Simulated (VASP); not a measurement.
# ZnO (P6_3mc) in VASP: a series of runs

The runs below take ZnO through relaxation of cell and atoms, with PBE.

Everything below comes from runs of VASP 6.6.1. Logs are shortened: lines on timing, memory, paths and dates and some standing lists are left out, and cuts for length are marked.

## (1) The crystal as given

It takes space group P6_3mc (No. 186, hexagonal). The conventional cell has a = 3.249 Å, b = 3.249 Å, c = 5.206 Å, α = 90.00°, β = 90.00°, γ = 120.00°. Zn (site symmetry 3m) is surrounded by 4 O at 1.97 to 1.98 Å. O (site symmetry 3m) has 4 Zn at 1.97 to 1.98 Å as nearest neighbours.

## (2) Relaxation of cell and atoms, PBE

INCAR reads:

```
PREC = Accurate
ENCUT = 600
EDIFF = 1E-6
ISMEAR = 0
SIGMA = 0.03
LREAL = F
LASPH = T
NELM = 80
ALGO = Normal
ISIF = 3
LWAVE = F
LCHARG = F
GGA = PE
IBRION = 2
NSW = 90
EDIFFG = -0.01
KPAR = 4
```

KPOINTS reads:

```
regular mesh
0
Gamma
  9 9 5
```

POSCAR reads:

```
ZnO
1.0
    3.2493080000      0.0000000000      0.0000000000
   -1.6246540000      2.8139832700      0.0000000000
    0.0000000000      0.0000000000      5.2057090000
Zn O
2 2
Direct
    0.3333333300      0.6666666700      0.5000000000
    0.6666666700      0.3333333300      0.0000000000
    0.6666666700      0.3333333300      0.3790100000
    0.3333333300      0.6666666700      0.8790100000
```

Potentials or basis: VASP PAW PBE potentials, release 64 (Zn, O).

Command:

```sh
$ cat potpaw_PBE.64/Zn/POTCAR potpaw_PBE.64/O/POTCAR > POTCAR
$ mpirun -np 4 vasp_std > vasp.out
```

OUTCAR:

```text
PREC = Accurate
   ENCUT = 600
   EDIFF = 1E-6
   ISMEAR = 0
   LREAL = F
   LASPH = T
   NELM = 80
   ISIF = 3
   GGA = PE
   IBRION = 2
   NSW = 90
   EDIFFG = -0.01

 ion  position               nearest neighbor table
   1  0.333  0.667  0.500-   4 1.97   3 1.98   3 1.98   3 1.98
   2  0.667  0.333  0.000-   3 1.97   4 1.98   4 1.98   4 1.98
   3  0.667  0.333  0.379-   2 1.97   1 1.98   1 1.98   1 1.98
   4  0.333  0.667  0.879-   1 1.97   2 1.98   2 1.98   2 1.98

  LATTYP: Found a hexagonal cell.
 ALAT       =     3.2493080000
 C/A-ratio  =     1.6020977390

  Lattice vectors:

 A1 = (   3.2493080000,   0.0000000000,   0.0000000000)
 A2 = (  -1.6246540000,   2.8139832700,   0.0000000000)
 A3 = (   0.0000000000,   0.0000000000,   5.2057090000)

Analysis of symmetry for initial positions (statically):
=====================================================================
 Subroutine PRICEL returns:
 Original cell was already a primitive cell.

 Routine SETGRP: Setting up the symmetry group for a
 hexagonal supercell.

 Subroutine GETGRP returns: Found 12 space group operations
 (whereof  6 operations were pure point group operations)
 out of a pool of 24 trial point group operations.

The static configuration has the point symmetry C_3v.
 The point group associated with its full space group is C_6v.

Analysis of symmetry for dynamics (positions and initial velocities):
=====================================================================
 Subroutine PRICEL returns:
 Original cell was already a primitive cell.

 Routine SETGRP: Setting up the symmetry group for a
 hexagonal supercell.

 Subroutine GETGRP returns: Found 12 space group operations
 (whereof  6 operations were pure point group operations)
 out of a pool of 24 trial point group operations.

The dynamic configuration has the point symmetry C_3v.
 The point group associated with its full space group is C_6v.

 Subroutine INISYM returns: Found 12 space group operations
 (whereof  6 operations are pure point group operations),
 and found     1 'primitive' translations

----------------------------------------------------------------------------------------

                                     Primitive cell

  volume of cell :      47.5984

  direct lattice vectors                    reciprocal lattice vectors
     3.249308000  0.000000000  0.000000000     0.307757836  0.177684070  0.000000000
    -1.624654000  2.813983270  0.000000000     0.000000000  0.355368140  0.000000000
     0.000000000  0.000000000  5.205709000     0.000000000  0.000000000  0.192096792

  length of vectors
     3.249308000  3.249307998  5.205709000     0.355368140  0.355368140  0.192096792

  position of ions in fractional coordinates (direct lattice)
     0.333333330  0.666666670  0.500000000
     0.666666670  0.333333330  0.000000000
     0.666666670  0.333333330  0.379010000
     0.333333330  0.666666670  0.879010000

  ion indices of the primitive-cell ions
   primitive index   ion index
                 1           1
                 2           2
                 3           3
                 4           4

----------------------------------------------------------------------------------------

 KPOINTS: regular mesh

Automatic generation of k-mesh.
 Grid dimensions read from file:
 generate k-points for:    9    9    5

 Generating k-lattice:

  Cartesian coordinates                     Fractional coordinates (reciprocal lattice)
     0.034195315  0.019742674  0.000000000     0.111111111  0.000000000  0.000000000
     0.000000000  0.039485349  0.000000000     0.000000000  0.111111111  0.000000000
     0.000000000  0.000000000  0.038419358     0.000000000  0.000000000  0.200000000

  Length of vectors
     0.039485349  0.039485349  0.038419358

  Shift w.r.t. Gamma in fractional coordinates (k-lattice)
     0.000000000  0.000000000  0.000000000

 Subroutine IBZKPT returns following result:
 ===========================================

 Found     36 irreducible k-points:

 Following reciprocal coordinates:
[... 40 lines left out ...]
  volume of cell :       47.60
 maximum number of plane-waves:      1605
 NGX is ok and might be reduce to    28
   NGX = 13   NGY = 13   NGZ = 21

--------------------------------------- Ionic step        1  -------------------------------------------

 number of electron      36.0000008 magnetization

 Free energy of the ion-electron system (eV)
  ---------------------------------------------------
  ext. energy  EPLUGINS =         0.00000000
  ---------------------------------------------------
  free energy    TOTEN  =       -17.82623977 eV

  energy without entropy =      -17.82623977  energy(sigma->0) =      -17.82623977

------------------------ aborting loop because EDIFF is reached ----------------------------------------

  FORCE on cell =-STRESS in cart. coord.  units (eV):
  Direction    XX          YY          ZZ          XY          YZ          ZX
  --------------------------------------------------------------------------------------
  -------------------------------------------------------------------------------------
  Total        1.5587780      1.5587780      2.0807874     -0.0000000      0.0000000      0.0000000
  in kB       52.4689739     52.4689738     70.0399789     -0.0000000      0.0000000      0.0000000
  external PRESSURE =      58.3259756 kB  Pullay stress =       0.0000000 kB
[... 95 lines left out ...]
  FREE ENERGIE OF THE ION-ELECTRON SYSTEM (eV)
  ---------------------------------------------------
  free  energy   TOTEN  =       -17.8619022608 eV

  energy  without entropy=      -17.8619022608  energy(sigma->0) =      -17.86190226

[... ionic steps 4 to 11 ...]

--------------------------------------- Ionic step       12  -------------------------------------------

 number of electron      36.0000014 magnetization

------------------------ aborting loop because EDIFF is reached ----------------------------------------

  FORCE on cell =-STRESS in cart. coord.  units (eV):
  Direction    XX          YY          ZZ          XY          YZ          ZX
  --------------------------------------------------------------------------------------
  -------------------------------------------------------------------------------------
  Total        0.0412281      0.0412281      0.0329300      0.0000000      0.0000000      0.0000000
  in kB        1.3328646      1.3328646      1.0645958      0.0000000      0.0000000      0.0000000
  external PRESSURE =       1.2434417 kB  Pullay stress =       0.0000000 kB
[... 61 lines left out ...]
  energy  without entropy=      -17.8619919265  energy(sigma->0) =      -17.86199193

--------------------------------------- Ionic step       14  -------------------------------------------

 number of electron      36.0000014 magnetization

 Free energy of the ion-electron system (eV)
  ---------------------------------------------------
  ext. energy  EPLUGINS =         0.00000000
  ---------------------------------------------------
  free energy    TOTEN  =       -17.86201502 eV

  energy without entropy =      -17.86201502  energy(sigma->0) =      -17.86201502

 E-fermi :   1.0008     XC(G=0): -10.6967

 val. band max:        0.8466079442   @ k =   0.0000   0.0000   0.0000
 cond. band min:       1.5681304069   @ k =   0.0000   0.0000   0.0000
 fundamental gap:      0.7215224627
 Fermi energy:         1.0008160578

 k-point     1 :       0.0000    0.0000    0.0000
  band No.  band energies     occupation
      1     -16.9296      2.00000
      2     -16.2693      2.00000
      3      -4.6669      2.00000
      4      -4.6669      2.00000
      5      -4.6244      2.00000
      6      -4.4914      2.00000
[... 574 lines left out ...]
      6      -4.0961      2.00000
[... 14 lines left out ...]
     21       8.5855      0.00000
     22       8.8913      0.00000

 [... further k-points ...]

------------------------ aborting loop because EDIFF is reached ----------------------------------------

  FORCE on cell =-STRESS in cart. coord.  units (eV):
  Direction    XX          YY          ZZ          XY          YZ          ZX
  --------------------------------------------------------------------------------------
  -------------------------------------------------------------------------------------
  Total        0.0130823      0.0130823      0.0292730      0.0000000      0.0000000      0.0000000
  in kB        0.4228369      0.4228369      0.9461401      0.0000000      0.0000000      0.0000000
  external PRESSURE =       0.5972713 kB  Pullay stress =       0.0000000 kB
[... 19 lines left out ...]
  FREE ENERGIE OF THE ION-ELECTRON SYSTEM (eV)
  ---------------------------------------------------
  free  energy   TOTEN  =       -17.8620150240 eV

  energy  without entropy=      -17.8620150240  energy(sigma->0) =      -17.86201502

 reached required accuracy - stopping structural energy minimisation
```

Run time: 2.2 min. Hardware: 4 MPI ranks of Intel Xeon Platinum 8488C (Sapphire Rapids), shared host; peak memory 0.19 GiB.

What came out:

```
Free energy                            : -17.8620 eV
Relaxed volume                         : 12.39 Å³/atom
Relaxed cell                           : a = 3.286 Å, b = 3.286 Å, c = 5.300 Å, α = 90.00°, β = 90.00°, γ = 120.00°
Space group after relaxing (to 0.05 Å) : P6_3mc (No. 186)
Energy gained by relaxing              : 8.9 meV/atom
Ionic steps                            : 14
Pressure after relaxing                : 0.1 GPa
Band gap on the k mesh                 : 0.72 eV, direct
```

Forces in eV/Å, atoms in the order of the input:
```
Zn   0.000  0.000  0.003
Zn   0.000  0.000  0.003
O    0.000  0.000 -0.003
O    0.000  0.000 -0.003
```

Step by step:
| step | energy change (eV) | largest force (eV/Å) | pressure (GPa) | volume (Å³) |
| --- | --- | --- | --- | --- |
| 1 | 0.0000 | 0.0741 | 5.83 | 47.60 |
| 2 | -0.0270 | 0.0268 | -2.61 | 50.64 |
| 3 | -0.0357 | 0.0011 | -0.01 | 49.59 |
| 4 | -0.0357 | 0.0022 | -0.06 | 49.63 |
| 5 | -0.0357 | 0.0108 | -0.01 | 49.62 |
| 6 | -0.0357 | 0.0152 | -0.10 | 49.62 |
| 7 | -0.0358 | 0.0116 | -0.01 | 49.57 |
| 8 | -0.0357 | 0.0100 | 0.08 | 49.54 |
| 9 | -0.0357 | 0.0103 | 0.14 | 49.54 |
| 10 | -0.0358 | 0.0109 | 0.11 | 49.56 |
| 11 | -0.0358 | 0.0125 | 0.00 | 49.56 |
| 12 | -0.0358 | 0.0103 | 0.12 | 49.56 |
| 13 | -0.0358 | 0.0121 | 0.06 | 49.56 |
| 14 | -0.0358 | 0.0025 | 0.06 | 49.57 |

Final structure:
```yaml
crystal:
  lattice:
    - [3.28636, 0.00000, 0.00000]
    - [-1.64318, 2.84607, 0.00000]
    - [0.00000, 0.00000, 5.29982]
  atoms:
    - { symbol: Zn, position: [0.33333, 0.66667, 0.49982] }
    - { symbol: Zn, position: [0.66667, 0.33333, 0.99982] }
    - { symbol: O, position: [0.66667, 0.33333, 0.37919] }
    - { symbol: O, position: [0.33333, 0.66667, 0.87919] }
```

PBE usually gives volumes a little too large and moduli too small. Zero-point motion and thermal expansion aren't in these numbers.

## (3) Relaxation of cell and atoms, PBE

This run uses another cell than the first one, of 12.39 Å³/atom, 1.041 times its volume.

INCAR: that of step 2 with these lines changed.

```diff
@@ -2,3 +2,3 @@
 ENCUT = 600
-EDIFF = 1E-6
+EDIFF = 1E-7
 ISMEAR = 0
@@ -15,3 +15,3 @@
 NSW = 90
-EDIFFG = -0.01
+EDIFFG = -0.005
 KPAR = 4
```

KPOINTS is that of step 2.

POSCAR reads:

```
ZnO                                     
1.0
    3.2863600642      0.0000000000      0.0000000000
   -1.6431800321      2.8460712988     -0.0000000000
    0.0000000000     -0.0000000000      5.2998173518
  Zn              O             
     2     2
Direct
     0.3333333300000021    0.6666666699999979    0.4998171920083657
     0.6666666699999979    0.3333333300000021    0.9998171920083655
     0.6666666699999979    0.3333333300000021    0.3791928079916353
     0.3333333300000021    0.6666666699999979    0.8791928079916355
```

Potentials or basis: VASP PAW PBE potentials, release 64 (Zn, O).

Command:

```sh
$ cat potpaw_PBE.64/Zn/POTCAR potpaw_PBE.64/O/POTCAR > POTCAR
$ mpirun -np 4 vasp_std > vasp.out
```

Wall time 39 s (4 MPI ranks of Intel Xeon Platinum 8488C (Sapphire Rapids), shared host); peak memory 0.2 GiB.

The run converged. Its results:

```
Free energy                            : -17.8656 eV
Relaxed volume                         : 12.39 Å³/atom
Relaxed cell                           : a = 3.287 Å, b = 3.287 Å, c = 5.300 Å, α = 90.00°, β = 90.00°, γ = 120.00°
Space group after relaxing (to 0.05 Å) : P6_3mc (No. 186)
Energy gained by relaxing              : 0.0 meV/atom
Ionic steps                            : 3
Pressure after relaxing                : 0.0 GPa
Band gap on the k mesh                 : 0.72 eV, direct
```

Forces in eV/Å, atoms in the order of the input:
```
Zn   0.000  0.000  0.003
Zn   0.000  0.000  0.003
O    0.000  0.000 -0.003
O    0.000  0.000 -0.003
```

Final structure:
```cif
data_structure
_symmetry_space_group_name_H-M 'P 1'
_symmetry_Int_Tables_number 1
_cell_length_a 3.2865
_cell_length_b 3.2865
_cell_length_c 5.3004
_cell_angle_alpha 90.000
_cell_angle_beta 90.000
_cell_angle_gamma 120.000
_cell_volume 49.58
loop_
_atom_site_label
_atom_site_type_symbol
_atom_site_fract_x
_atom_site_fract_y
_atom_site_fract_z
_atom_site_occupancy
Zn1 Zn 0.33333 0.66667 0.49983 1
Zn2 Zn 0.66667 0.33333 0.99983 1
O1 O 0.66667 0.33333 0.37918 1
O2 O 0.33333 0.66667 0.87918 1
```

Levels at points of the mesh, in eV from the valence-band top:
```tsv
k point	band 16	band 17	band 18	band 19	band 20	band 21
(0.00, 0.00, 0.00)	-0.08	0.00	0.00	0.72	5.07	8.06
```

## (4) Relaxation of cell and atoms, PBE

INCAR reads:

```
ALGO = Normal
EDIFF = 1E-6
EDIFFG = -0.01
ENCUT = 600
GGA = PE
IBRION = 2
ISIF = 3
ISMEAR = 0
LASPH = True
LCHARG = False
LREAL = False
LWAVE = False
NELM = 80
NSW = 90
PREC = Accurate
SIGMA = 0.03
```

KPOINTS reads:

```
k-points
0
Gamma
  9 9 5
```

POSCAR reads:

```
ZnO
1.0
    3.2493080000      0.0000000000      0.0000000000
   -1.6246540000      2.8139832700      0.0000000000
    0.0000000000      0.0000000000      5.2057090000
Zn O
2 2
Direct
    0.3333333300      0.6666666700      0.5000000000
    0.6666666700      0.3333333300      0.0000000000
    0.6666666700      0.3333333300      0.3790100000
    0.3333333300      0.6666666700      0.8790100000
```

Command:

```sh
$ cat potpaw_PBE.64/Zn/POTCAR potpaw_PBE.64/O/POTCAR > POTCAR
$ mpirun -np 1 vasp_std > vasp.out
```

Run time: 1.9 min. Hardware: 1 thread of Intel Xeon 6975P-C (Granite Rapids), shared host; peak memory 0.2 GiB.

It converged, with:

```yaml
Free_energy: -17.8620 eV
Relaxed_volume: 12.39 Å³/atom
Relaxed_cell: a = 3.286 Å, b = 3.286 Å, c = 5.300 Å, α = 90.00°, β = 90.00°, γ = 120.00°
Space_group_after_relaxing_to_0.05_Å: P6_3mc (No. 186)
Energy_gained_by_relaxing: 8.9 meV/atom
Ionic_steps: 14
Pressure_after_relaxing: 0.1 GPa
Band_gap_on_the_k_mesh: 0.72 eV, direct
```

Forces on the atoms (eV/Å):
```
Zn   0.000  0.000  0.003
Zn   0.000  0.000  0.003
O    0.000  0.000 -0.003
O    0.000  0.000 -0.003
```

The path:
| step | energy change (eV) | largest force (eV/Å) | pressure (GPa) | volume (Å³) |
| --- | --- | --- | --- | --- |
| 1 | 0.0000 | 0.0741 | 5.83 | 47.60 |
| 2 | -0.0270 | 0.0268 | -2.61 | 50.64 |
| 3 | -0.0357 | 0.0011 | -0.01 | 49.59 |
| 4 | -0.0357 | 0.0022 | -0.06 | 49.63 |
| 5 | -0.0357 | 0.0108 | -0.01 | 49.62 |
| 6 | -0.0357 | 0.0152 | -0.10 | 49.62 |
| 7 | -0.0358 | 0.0116 | -0.01 | 49.57 |
| 8 | -0.0357 | 0.0100 | 0.08 | 49.54 |
| 9 | -0.0357 | 0.0103 | 0.14 | 49.54 |
| 10 | -0.0358 | 0.0109 | 0.11 | 49.56 |
| 11 | -0.0358 | 0.0125 | 0.00 | 49.56 |
| 12 | -0.0358 | 0.0103 | 0.12 | 49.56 |
| 13 | -0.0358 | 0.0121 | 0.06 | 49.56 |
| 14 | -0.0358 | 0.0025 | 0.06 | 49.57 |

Final structure:
```yaml
crystal:
  lattice:
    - [3.28636, 0.00000, 0.00000]
    - [-1.64318, 2.84607, 0.00000]
    - [0.00000, 0.00000, 5.29982]
  atoms:
    - { symbol: Zn, position: [0.33333, 0.66667, 0.49982] }
    - { symbol: Zn, position: [0.66667, 0.33333, 0.99982] }
    - { symbol: O, position: [0.66667, 0.33333, 0.37919] }
    - { symbol: O, position: [0.33333, 0.66667, 0.87919] }
```

Levels at points of the mesh, in eV from the valence-band top:
| k point | band 14 | band 15 | band 16 | band 17 | band 18 | band 19 | band 20 | band 21 | band 22 |
| --- | --- | --- | --- | --- | --- | --- | --- | --- | --- |
| (0.00, 0.00, 0.00) | -0.75 | -0.75 | -0.08 | 0.00 | 0.00 | 0.72 | 5.07 | 8.06 | 12.69 |

Expect the measured gap to be larger: semilocal functionals such as PBE lack the derivative discontinuity. Zero-point motion and thermal expansion aren't in these numbers.

## (5) Relaxation of cell and atoms, PBE

This run uses another cell than the first one, of 12.39 Å³/atom, 1.041 times its volume.

INCAR: that of step 4 with these lines changed.

```diff
@@ -1,4 +1,4 @@
 ALGO = Normal
-EDIFF = 1E-6
-EDIFFG = -0.01
+EDIFF = 1E-7
+EDIFFG = -0.005
 ENCUT = 600
```

KPOINTS is that of step 4.

POSCAR reads:

```
ZnO                                     
1.0
    3.2863600650     -0.0000000000      0.0000000000
   -1.6431800325      2.8460712995     -0.0000000000
    0.0000000000     -0.0000000000      5.2998173491
  Zn              O             
     2     2
Direct
     0.3333333300000021    0.6666666699999979    0.4998171918418509
     0.6666666699999979    0.3333333300000021    0.9998171918418508
     0.6666666699999979    0.3333333300000021    0.3791928081581500
     0.3333333300000021    0.6666666699999979    0.8791928081581502
```

Command:

```sh
$ cat potpaw_PBE.64/Zn/POTCAR potpaw_PBE.64/O/POTCAR > POTCAR
$ mpirun -np 1 vasp_std > vasp.out
```

It took 39 s on 1 thread of Intel Xeon 6975P-C (Granite Rapids), shared host; peak memory 0.2 GiB.

It converged, with:

* Free energy: -17.8656 eV
* Relaxed volume: 12.39 Å³/atom
* Relaxed cell: a = 3.287 Å, b = 3.287 Å, c = 5.300 Å, α = 90.00°, β = 90.00°, γ = 120.00°
* Space group after relaxing (to 0.05 Å): P6_3mc (No. 186)
* Energy gained by relaxing: 0.0 meV/atom
* Ionic steps: 3
* Pressure after relaxing: 0.0 GPa
* Band gap on the k mesh: 0.72 eV, direct

Forces in eV/Å, atoms in the order of the input:
```
Zn   0.000  0.000  0.003
Zn   0.000  0.000  0.003
O    0.000  0.000 -0.003
O    0.000  0.000 -0.003
```

Final structure:
```cif
data_structure
_symmetry_space_group_name_H-M 'P 1'
_symmetry_Int_Tables_number 1
_cell_length_a 3.2865
_cell_length_b 3.2865
_cell_length_c 5.3004
_cell_angle_alpha 90.000
_cell_angle_beta 90.000
_cell_angle_gamma 120.000
_cell_volume 49.58
loop_
_atom_site_label
_atom_site_type_symbol
_atom_site_fract_x
_atom_site_fract_y
_atom_site_fract_z
_atom_site_occupancy
Zn1 Zn 0.33333 0.66667 0.49983 1
Zn2 Zn 0.66667 0.33333 0.99983 1
O1 O 0.66667 0.33333 0.37918 1
O2 O 0.33333 0.66667 0.87918 1
```

Levels at points of the mesh, in eV from the valence-band top:
```csv
k point,band 15,band 16,band 17,band 18,band 19,band 20,band 21,band 22
"(0.00, 0.00, 0.00)",-0.75,-0.08,0.00,0.00,0.72,5.07,8.06,12.69
```
